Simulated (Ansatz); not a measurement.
# Ir (Fm-3m) in Ansatz: settings compared

Aim: see how the results for Ir move with the level of theory and the settings. Levels: PBE, PBE+D3(BJ), PBEsol. Tasks: single point, relaxation of cell and atoms.

Program: Ansatz 0.2.0. These are calculated values, not measurements. Logs are shortened: lines on timing, memory, paths and dates and some standing lists are left out, and cuts for length are marked.

### Step 1. The crystal as given

It takes space group Fm-3m (No. 225, cubic). The conventional cell has a = 3.831 Å, b = 3.831 Å, c = 3.831 Å, α = 90.00°, β = 90.00°, γ = 90.00°. Ir (site symmetry m-3m) is surrounded by 12 Ir at 2.71 Å.

### Step 2. Single point, PBE

Contents of input.yaml:

```yaml
crystal:
  lattice:
    - [0.0, 1.9156, 1.9156]
    - [1.9156, 0.0, 1.9156]
    - [1.9156, 1.9156, 0.0]
  atoms:
    - { symbol: Ir, position: [0.0, 0.0, 0.0] }
kpoints:
  mp_grid: { grid: [12, 12, 12] }
scf:
  occupations: { method: gaussian, width: 0.028 }
hamiltonian:
  xc: pbe
  pseudopotentials: { kind: all_electron, lapw: { basis_error: 0.001 } }
output:
  forces: true
  stress: true
  eigenvalues: true
```

Potentials or basis: all-electron LAPW, scalar-relativistic.

Launch:

```bash
$ ansatz run input.yaml --threads 1 --pin off --max-ram 3072MiB --backend cpu --events-out ev --progress --plain --runs-dir out
```

What it wrote:

```text
Warning: RAYON_NUM_THREADS=1 ignored (pool sized by the plan → 1); use --threads N
LAPW: plane waves up to 8.639 Å⁻¹, error target 1.0e-3 eV per atom; small_component_spin mean_spin; Ir in spheres of 1.355 Å, 41 of its electrons in bands, Dirac shells [] (how accurate: hamiltonian.pseudopotentials.lapw.basis_error, Limitations)
Engine: ansatz 0.2.0, aarch64-unknown-linux-gnu
Pseudopotentials: kind: all_electron
Pseudopotential: Ir, LAPW, valence charge 41, lapw/all_electron/scalar/gaussian/Ir, Koelling and Harmon's equation, gaussian nucleus
Functional definition: PBE
  parameter kappa = 0.804
  parameter beta = 0.06672455060314922
  exchange = pbe_x(kappa = kappa, mu = beta*pi^2/3)
  correlation = pbe_c(beta = beta)
Crystal: 1 atoms, lattice volume = 14.059 Å³
Basis set: ecut = 284.34359079152017 eV, 169 PW (Γ), exchange–correlation at level 2
Bands: 25, of which v1, the nominal top of the filled ones, is band 21 counted from 1 (20 counted from 0)
Symmetry: 48 space group operations
Space group: Fm-3m (ITA 225), of the structure as read, at distance tolerance 2.4e-5 Å
k-points: 72 of 1728
Non-local potential: Ir, projectors of the file, none
Initial density: superposition of atomic densities (chi_scale 0.1, normalization cell)
Initial wavefunctions: plane waves of lowest kinetic energy (no species holds an atomic orbital)
Functional: x = pbe(κ = 0.804, μ = 0.2195149727645171), c = pbe(β = 0.06672455060314922)
iter 1 solved again at ethr=4.06e-5 eV; its pass at ethr=1.00e-1 eV (dr2=1.66e-2 eV) is discarded
SCF iter   1: F=—  HF=-485026.052869 eV  |F-HF|=—  |Δ(HF+E_count)|=         —  Δρ=1.76e-2  dr2=1.68e-2  ethr=4.06e-5  ⟨swp⟩=3.2  Hψ=11721  notcnv=0
preconditioner: auto → none  [metal: Δε(μ)=0.003 eV  Ē_g=14.269 eV  σ=0.028 eV  W_gap=0.05  n_scr=8 (ndim 8)  ℏωp=29.7 eV  f_vac=0.000  D(μ)=1.26/eV (n_scr^D=14)  sad-step TF]
SCF iter   2: F=—  HF=-485025.985183 eV  |F-HF|=—  |Δ(HF+E_count)|=   6.77e-2  Δρ=6.26e-3  dr2=2.66e-3  ethr=4.06e-5  ⟨swp⟩=2.4  Hψ=5559  notcnv=0
SCF iter   3: F=—  HF=-485025.983238 eV  |F-HF|=—  |Δ(HF+E_count)|=         —  Δρ=3.60e-3  dr2=8.48e-4  ethr=6.49e-6  ⟨swp⟩=2.0  Hψ=5203  notcnv=0
the basis was enlarged: its passes take 550.0 KiB over the memory plan, 1 of 1 planned eigensolver slots
SCF iter   4: F=—  HF=-485025.983603 eV  |F-HF|=—  |Δ(HF+E_count)|=   3.65e-4  Δρ=1.32e-3  dr2=1.18e-4  ethr=2.07e-6  ⟨swp⟩=2.0  Hψ=5203  notcnv=0
iter 5 solved again at ethr=5.31e-9 eV; its pass at ethr=2.87e-7 eV (dr2=2.18e-6 eV) is discarded
SCF iter   5: F=—  HF=-485025.983664 eV  |F-HF|=—  |Δ(HF+E_count)|=   6.06e-5  Δρ=1.75e-4  dr2=2.17e-6  ethr=5.31e-9  ⟨swp⟩=2.0  Hψ=8847  notcnv=0
SCF iter   6: F=-485025.983666 eV  HF=-485025.983666 eV  |F-HF|=9.37e-9  |Δ(HF+E_count)|=   1.92e-6  Δρ=1.02e-5  dr2=6.51e-9  ethr=5.29e-9  ⟨swp⟩=2.0  Hψ=5204  notcnv=0
SCF 1 converged in 6 iterations: F = -485025.983666 eV  dr2 = 6.51e-9
SCF converged after 6 iterations
Free energy (F): -485025.983666 eV
Harris-Foulkes:  -485025.983666 eV  (|F-HF|=9.37e-9)
Internal energy: -485025.983275 eV  (E = F + TS)
E sigma→0 (E₀):  -485025.983471 eV
Entropy (-TS):   -0.000391 eV (-0.391 meV/atom)
Fermi energy:    32.275023 eV
--- Per-component energies (eV) ---
  E_band       = -2856.407135
  E_kinetic    = 548828.649073
  E_xc         = -9475.717010
  E_electrostatic = -1024378.915338  (all electrons and nuclei)
  E_smearing   = -0.000391  (= −TS)
  E_closure    = 0.000000  (closes the sum)
  E_atoms      = -485016.743210  (free atoms, spherical and without spin; not in F)
  Σ components = -485025.983666   (vs F -485025.983666, Δ=0.00e0)
  Basis errors (estimates in eV, not in F): energy 2.4e-4 per atom: plane waves 1.9e-4 (9.8e-5 summed), levels above the bands 0.0e0, relativity 8.4e-8, radial functions 4.4e-5, core shells 4.2e-7; eigenvalues (radial functions only) 3.1e-6; not estimated: angular momenta, meshes, grids; target (lapw.basis_error) 1.0e-3; muffin-tin radii Ir 1.355 Å
--- Forces (eV/Å), atoms counted from 1 ---
  atom   1  Ir     0.00000000     0.00000000    -0.00000000
  max |Σ_I F_I| component: 4.52e-32 eV/Å
--- Stress (GPa, compression-positive) ---
       11.041839       0.000000       0.000000
        0.000000      11.041839       0.000000
        0.000000       0.000000      11.041839
  P = ⅓ Tr σ = 11.0418 GPa (110.418 kbar)
--- Band table (eV; the first three rows and the last of 72) ---
  k-point 0: bands = ["-253.3102", "-253.3102", "-253.3102", "-253.2706", "-253.2706", "-60.6661", "-25.0063", "-24.9669", "-24.9669", "-24.9669", "-24.9527", "-24.9527", "-24.9527", "-17.1360", "-17.1360", "-17.1360", "21.0569", "28.3182", "28.3182", "28.3182", "31.0348", "31.0348", "45.8248", "51.3721", "51.3721"]
  k-point 1: bands = ["-253.3102", "-253.3102", "-253.3102", "-253.2706", "-253.2706", "-60.6615", "-25.0059", "-24.9675", "-24.9675", "-24.9669", "-24.9528", "-24.9524", "-24.9524", "-17.1922", "-17.1437", "-17.1437", "21.3669", "28.1555", "28.4488", "28.4488", "30.9516", "30.9516", "46.3577", "50.0895", "51.8912"]
  k-point 2: bands = ["-253.3102", "-253.3102", "-253.3102", "-253.2706", "-253.2706", "-60.6491", "-25.0049", "-24.9692", "-24.9692", "-24.9668", "-24.9529", "-24.9516", "-24.9516", "-17.3442", "-17.1646", "-17.1646", "22.2152", "27.8292", "28.7137", "28.7137", "30.8710", "30.8710", "47.4696", "48.1320", "53.3561"]
  k-point 71: bands = ["-253.3102", "-253.3102", "-253.3102", "-253.2706", "-253.2706", "-60.5755", "-24.9988", "-24.9757", "-24.9757", "-24.9736", "-24.9494", "-24.9494", "-24.9490", "-17.6695", "-17.6695", "-17.4434", "25.9101", "27.3186", "27.3186", "30.4065", "33.7573", "40.4529", "41.3154", "41.3154", "45.5957"]
```

Wall time 7.9 s (1 thread of Arm Neoverse V1, shared host); peak memory 0.28 GiB.

What came out:

```yaml
Free_energy: -485025.9837 eV
Pressure: 11.0 GPa
Band_gap_on_the_k_mesh: none (metal or under the smearing width)
```

### Step 3. Relaxation of cell and atoms, PBE+D3(BJ)

input.yaml, as its differences from that of step 2:

```diff
@@ -10,5 +10,6 @@
 scf:
-  occupations: { method: gaussian, width: 0.028 }
+  occupations: { method: fermi_dirac, width: 0.05 }
 hamiltonian:
   xc: pbe
+  dispersion: d3bj
   pseudopotentials: { kind: all_electron, lapw: { basis_error: 0.001 } }
@@ -17,2 +18,5 @@
   stress: true
-  eigenvalues: true
+relax:
+  f_tol: 0.02
+  max_steps: 60
+  cell: {}
```

Potentials or basis: all-electron LAPW, scalar-relativistic.

Launch:

```bash
$ ansatz run input.yaml --threads 1 --pin off --max-ram 3072MiB --backend cpu --events-out ev --progress --plain --runs-dir out
```

Wall time 20 s (1 thread of Arm Neoverse V1, shared host); peak memory 0.3 GiB.

Results (log left out):

```yaml
Free_energy: -485026.7266 eV
Relaxed_volume: 14.15 Å³/atom
Relaxed_cell: a = 2.715 Å, b = 2.715 Å, c = 2.715 Å, α = 60.00°, β = 60.00°, γ = 60.00°
Space_group_after_relaxing_to_0.05_Å: Fm-3m (No. 225)
Energy_gained_by_relaxing: 0.6 meV/atom
Ionic_steps: 3
Pressure_after_relaxing: 0.0 GPa
```

Step by step:
| step | energy change (eV) | largest force (eV/Å) | volume (Å³) |
| --- | --- | --- | --- |
| 1 | 0.0000 | 0.0000 | 14.06 |
| 2 | -0.0006 | 0.0000 | 14.15 |
| 3 | -0.0006 | 0.0000 | 14.15 |

Final structure:
```yaml
crystal:
  lattice:
    - [0.00000, 1.91957, 1.91957]
    - [1.91957, 0.00000, 1.91957]
    - [1.91957, 1.91957, 0.00000]
  atoms:
    - { symbol: Ir, position: [0.00000, 0.00000, 0.00000] }
```

Spin-orbit coupling is left out, which matters for the levels of Ir. Zero-point motion and thermal expansion aren't in these numbers.

### Step 4. Relaxation of cell and atoms, PBEsol

input.yaml, as its differences from that of step 3:

```diff
@@ -12,4 +12,3 @@
 hamiltonian:
-  xc: pbe
-  dispersion: d3bj
+  xc: pbesol
   pseudopotentials: { kind: all_electron, lapw: { basis_error: 0.001 } }
@@ -19,3 +18,3 @@
 relax:
-  f_tol: 0.02
+  f_tol: 0.01
   max_steps: 60
```

Potentials or basis: all-electron LAPW, scalar-relativistic.

Launch:

```bash
$ ansatz run input.yaml --threads 1 --pin off --max-ram 3072MiB --backend cpu --events-out ev --progress --plain --runs-dir out
```

What it wrote:

```text
Warning: RAYON_NUM_THREADS=1 ignored (pool sized by the plan → 1); use --threads N
The last accepted step is kept in <dir> (removed where the run ends without a failure and the disk answers)
LAPW: plane waves up to 8.968 Å⁻¹, error target 1.0e-3 eV per atom; small_component_spin mean_spin; Ir in spheres of 1.314 Å, 41 of its electrons in bands, Dirac shells [] (how accurate: hamiltonian.pseudopotentials.lapw.basis_error, Limitations)
[... 3 set-up lines as earlier in the session ...]
Functional definition: PBEsol
  exchange = pbesol_x
  correlation = pbesol_c
Crystal: 1 atoms, lattice volume = 14.059 Å³
Basis set: ecut = 306.4011395937046 eV, 169 PW (Γ), exchange–correlation at level 2
Bands: 25, of which v1, the nominal top of the filled ones, is band 21 counted from 1 (20 counted from 0)
[... 2 set-up lines as earlier in the session ...]
k-points: 72 of 1728
[... 3 set-up lines as earlier in the session ...]
Functional: x = pbesol(κ = 0.804, μ = 0.12345679012345678), c = pbesol(β = 0.046)
iter 1 solved again at ethr=7.75e-5 eV; its pass at ethr=1.00e-1 eV (dr2=3.18e-2 eV) is discarded
SCF iter   1: F=—  HF=-484889.837605 eV  |F-HF|=—  |Δ(HF+E_count)|=         —  Δρ=2.26e-2  dr2=3.20e-2  ethr=7.75e-5  ⟨swp⟩=3.0  Hψ=11552  notcnv=0
preconditioner: auto → none  [metal: Δε(μ)=0.010 eV  Ē_g=14.237 eV  σ=0.050 eV  W_gap=0.05  n_scr=8 (ndim 8)  ℏωp=29.7 eV  f_vac=0.000  D(μ)=0.51/eV (n_scr^D=0)  sad-step TF]
SCF iter   2: F=—  HF=-484889.750866 eV  |F-HF|=—  |Δ(HF+E_count)|=   8.67e-2  Δρ=7.90e-3  dr2=4.80e-3  ethr=7.75e-5  ⟨swp⟩=2.0  Hψ=5481  notcnv=0
SCF iter   3: F=—  HF=-484889.747466 eV  |F-HF|=—  |Δ(HF+E_count)|=         —  Δρ=4.33e-3  dr2=1.41e-3  ethr=1.17e-5  ⟨swp⟩=2.0  Hψ=5179  notcnv=0
the basis was enlarged: its passes take 529.6 KiB over the memory plan, 1 of 1 planned eigensolver slots
iter 4 solved again at ethr=2.59e-7 eV; its pass at ethr=3.44e-6 eV (dr2=1.06e-4 eV) is discarded
SCF iter   4: F=—  HF=-484889.747422 eV  |F-HF|=—  |Δ(HF+E_count)|=   4.49e-5  Δρ=1.14e-3  dr2=1.06e-4  ethr=2.59e-7  ⟨swp⟩=2.0  Hψ=8840  notcnv=0
SCF iter   5: F=—  HF=-484889.747431 eV  |F-HF|=—  |Δ(HF+E_count)|=   9.21e-6  Δρ=6.27e-5  dr2=3.23e-7  ethr=2.59e-7  ⟨swp⟩=2.0  Hψ=5179  notcnv=0
SCF iter   6: F=-484889.747431 eV  HF=-484889.747431 eV  |F-HF|=5.82e-10  |Δ(HF+E_count)|=   2.60e-8  Δρ=2.96e-6  dr2=4.74e-10  ethr=7.88e-10  ⟨swp⟩=2.8  Hψ=5298  notcnv=0
SCF 1 converged in 6 iterations: F = -484889.747431 eV  dr2 = 4.74e-10
relax step   1: F+E_penalty+E_count = -484889.74743078 eV  Δ(F+E_penalty+E_count) = +0.000e0 eV  max|allowed force component| = 0.000e0 eV/Å  Δτ_max = 0.0000 Å  P = -0.724 GPa  Ω = 14.059 Å³  (6 SCF iters, accepted)
Crystal: 1 atoms, lattice volume = 13.985 Å³
Basis set: ecut = 307.4714210866135 eV, 169 PW (Γ), exchange–correlation at level 2
Initial density: handed on by an earlier stage of this run
Initial wavefunctions: those handed on with the density
iter 1 solved again at ethr=2.22e-9 eV; its pass at ethr=1.00e-1 eV (dr2=9.10e-7 eV) is discarded
SCF iter   1: F=—  HF=-484889.747299 eV  |F-HF|=—  |Δ(HF+E_count)|=         —  Δρ=5.12e-5  dr2=2.85e-7  ethr=2.22e-9  ⟨swp⟩=5.1  Hψ=10305  notcnv=0
preconditioner: auto → none  [metal: Δε(μ)=0.025 eV  Ē_g=14.361 eV  σ=0.050 eV  W_gap=0.12  n_scr=8 (ndim 8)  ℏωp=29.8 eV  f_vac=0.000  D(μ)=0.55/eV (n_scr^D=0)]
SCF iter   2: F=-484889.747299 eV  HF=-484889.747299 eV  |F-HF|=3.82e-8  |Δ(HF+E_count)|=   3.30e-7  Δρ=1.91e-5  dr2=2.85e-8  ethr=6.95e-10  ⟨swp⟩=2.0  Hψ=5177  notcnv=0
SCF 2 converged in 2 iterations: F = -484889.747299 eV  dr2 = 2.85e-8
relax step   2: F+E_penalty+E_count = -484889.74729855 eV  Δ(F+E_penalty+E_count) = +1.322e-4 eV  max|allowed force component| = 0.000e0 eV/Å  Δτ_max = 0.0000 Å  P = +1.311 GPa  Ω = 13.985 Å³  (2 SCF iters, rejected (line search))
Crystal: 1 atoms, lattice volume = 14.033 Å³
Basis set: ecut = 306.78195557547383 eV, 169 PW (Γ), exchange–correlation at level 2
iter 1 solved again at ethr=1.98e-9 eV; its pass at ethr=1.00e-1 eV (dr2=8.13e-7 eV) is discarded
SCF iter   1: F=—  HF=-484889.747491 eV  |F-HF|=—  |Δ(HF+E_count)|=         —  Δρ=2.06e-5  dr2=4.36e-8  ethr=1.98e-9  ⟨swp⟩=5.7  Hψ=9827  notcnv=0
preconditioner: auto → none  [metal: Δε(μ)=0.025 eV  Ē_g=14.320 eV  σ=0.050 eV  W_gap=0.12  n_scr=8 (ndim 8)  ℏωp=29.7 eV  f_vac=0.000  D(μ)=0.55/eV (n_scr^D=0)]
iter 2 solved again at ethr=2.01e-12 eV; its pass at ethr=1.06e-10 eV (dr2=8.24e-10 eV) is discarded
SCF iter   2: F=-484889.747490 eV  HF=-484889.747490 eV  |F-HF|=2.95e-8  |Δ(HF+E_count)|=   1.83e-7  Δρ=3.11e-6  dr2=8.20e-10  ethr=2.92e-12 (applied; sched 2.01e-12)  ⟨swp⟩=2.0  Hψ=8859  notcnv=0
SCF 3 converged in 2 iterations: F = -484889.747490 eV  dr2 = 8.20e-10
relax step   3: F+E_penalty+E_count = -484889.74749031 eV  Δ(F+E_penalty+E_count) = -5.954e-5 eV  max|allowed force component| = 0.000e0 eV/Å  Δτ_max = 0.0000 Å  P = -0.005 GPa  Ω = 14.033 Å³  (2 SCF iters, accepted)
iter 1 solved again at ethr=3.75e-12 eV; its pass at ethr=1.00e-1 eV (dr2=1.54e-9 eV) is discarded
SCF iter   1: F=—  HF=-484889.747490 eV  |F-HF|=—  |Δ(HF+E_count)|=         —  Δρ=3.11e-6  dr2=8.19e-10  ethr=5.90e-12 (applied; sched 3.75e-12)  ⟨swp⟩=7.7  Hψ=14323  notcnv=0  reapply=57
SCF iter   2: F=-484889.747490 eV  HF=-484889.747490 eV  |F-HF|=3.20e-9  |Δ(HF+E_count)|=   2.53e-8  Δρ=1.84e-6  dr2=4.16e-10  ethr=4.27e-12 (applied; sched 2.00e-12)  ⟨swp⟩=2.7  Hψ=5232  notcnv=0
SCF 4 converged in 2 iterations: F = -484889.747490 eV  dr2 = 4.16e-10
relax step   4: F+E_penalty+E_count = -484889.74749034 eV  Δ(F+E_penalty+E_count) = -2.282e-8 eV  max|allowed force component| = 0.000e0 eV/Å  Δτ_max = 0.0000 Å  P = -0.005 GPa  Ω = 14.033 Å³  stress off target by 4.64e-3 GPa  SCF on the basis re-selected at this cell (its energy is not comparable with the rows above)  (2 SCF iters)
basis re-selected at this cell: Δ(F+E_penalty+E_count) = -2.282e-8 eV, ΔP = -0.000 GPa vs the last step (what re-selecting the basis moved, after the strain that the cell walked since its last selection, with what the two solves' SCF thresholds leave and, on support functions, any second-order correction that the steps lacked; it is no measure of the basis error at this ecutwfc). This SCF's stress stands 4.64e-3 GPa from its target on what of the cell is left free (relax.cell.stress_tol is 5.00e-2 GPa) and its largest allowed force component is 0.00e0 eV/Å (relax.f_tol is 1.00e-2 eV/Å): within both
SCF converged after 2 iterations
Free energy (F): -484889.747490 eV
Harris-Foulkes:  -484889.747490 eV  (|F-HF|=3.20e-9)
Internal energy: -484889.742782 eV  (E = F + TS)
E sigma→0 (E₀):  -484889.745136 eV
Entropy (-TS):   -0.004708 eV (-4.708 meV/atom)
Fermi energy:    32.180671 eV
--- Per-component energies (eV) ---
  E_band       = -2859.423448
  E_kinetic    = 548621.610516
  E_xc         = -9337.968570
  E_electrostatic = -1024173.384728  (all electrons and nuclei)
  E_smearing   = -0.004708  (= −TS)
  E_closure    = 0.000000  (closes the sum)
  E_atoms      = -484879.537261  (free atoms, spherical and without spin; not in F)
  Σ components = -484889.747490   (vs F -484889.747490, Δ=0.00e0)
  Basis errors (estimates in eV, not in F): energy 2.5e-4 per atom: plane waves 2.1e-4 (1.1e-4 summed), levels above the bands 2.3e-101, relativity 6.6e-8, radial functions 3.9e-5, core shells 1.1e-6; eigenvalues (radial functions only) 1.7e-6; not estimated: angular momenta, meshes, grids; target (lapw.basis_error) 1.0e-3; muffin-tin radii Ir 1.313 Å
--- Forces (eV/Å), atoms counted from 1 ---
  atom   1  Ir     0.00000000     0.00000000    -0.00000000
  max |Σ_I F_I| component: 1.48e-31 eV/Å
--- Stress (GPa, compression-positive) ---
       -0.004640      -0.000000      -0.000000
       -0.000000      -0.004640      -0.000000
       -0.000000      -0.000000      -0.004640
  P = ⅓ Tr σ = -0.0046 GPa (-0.046 kbar)
--- Relaxed structure (3 steps of the walk, 2 accepted, 1 SCFs on fresh bases) ---
  F+E_penalty+E_count = -484889.74749034 eV   max|allowed force component| = 0.000e0 eV/Å   (the final SCF, on the basis selected at the relaxed cell)
  cell:  # Å, volume = 14.0325 Å³
    - [3.980759400699677e-37, 1.9144106901239812, 1.9144106901239812]
    - [1.9144106901239812, -7.961518801399364e-37, 1.9144106901239812]
    - [1.9144106901239812, 1.9144106901239812, -3.383645490594728e-36]
  atoms:
    - { symbol: Ir, position: [0.0, 0.0, 0.0] }
```

Wall time 18 s (1 thread of Arm Neoverse V1, shared host); peak memory 0.3 GiB.

Results:

```
Free energy                            : -484889.7475 eV
Relaxed volume                         : 14.03 Å³/atom
Relaxed cell                           : a = 2.707 Å, b = 2.707 Å, c = 2.707 Å, α = 60.00°, β = 60.00°, γ = 60.00°
Space group after relaxing (to 0.05 Å) : Fm-3m (No. 225)
Energy gained by relaxing              : 0.1 meV/atom
Ionic steps                            : 3
Pressure after relaxing                : 0.0 GPa
```

Final structure:
```
Ir
1.0
     0.00000    1.91441    1.91441
     1.91441    0.00000    1.91441
     1.91441    1.91441    0.00000
Ir
1
Direct
  0.00000 0.00000 0.00000
```

### Step 5. The runs side by side

| task | level | cell | cutoff (eV) | smearing | pressure (GPa) | relaxed volume (Å³/atom) |
| --- | --- | --- | --- | --- | --- | --- |
| single point | PBE | as given | 284 | gaussian 0.028 eV | 11.0 | - |
| relaxation of cell and atoms | PBE+D3(BJ) | relaxed | - | fermi-dirac 0.05 eV | 0.0 | 14.15 |
| relaxation of cell and atoms | PBEsol | relaxed | - | fermi-dirac 0.05 eV | 0.0 | 14.03 |

Alike in all rows: potentials or basis all-electron LAPW, scalar-relativistic; no spin polarisation; k mesh 12 × 12 × 12; basis error allowed 0.001 eV/atom.

Compare energies only between runs with the same functional and basis.
